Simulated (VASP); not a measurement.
Input of a VASP 6.6.1 run:

File INCAR:

```
ALGO = Normal
EDIFF = 1E-7
ENCUT = 600
ISIF = 2
ISMEAR = 0
LASPH = True
LCHARG = False
LREAL = False
LWAVE = False
NBANDS = 15
NELM = 80
PREC = Accurate
SIGMA = 0.02
```

KPOINTS

```
k-points
0
Gamma
  6 6 6
```

The input POSCAR:

```
KCl
1.0
    3.6340000000      0.0000000000      0.0000000000
    0.0000000000      3.6340000000      0.0000000000
    0.0000000000      0.0000000000      3.6340000000
K Cl
1 1
Direct
    0.0000000000      0.0000000000      0.0000000000
    0.5000000000      0.5000000000      0.5000000000
```

Potentials or basis: VASP PAW LDA potentials, release 64 (K_sv, Cl).

Launch:

```console
$ cat potpaw_LDA.64/K_sv/POTCAR potpaw_LDA.64/Cl/POTCAR > POTCAR
$ mpirun -np 1 vasp_std > vasp.out
```

(1) Predict the band gap on the k mesh.

(2) Predict the pressure.

## Answers

(1) 5.14 eV, indirect (least direct gap 5.38 eV).

(2) 0.2 GPa.
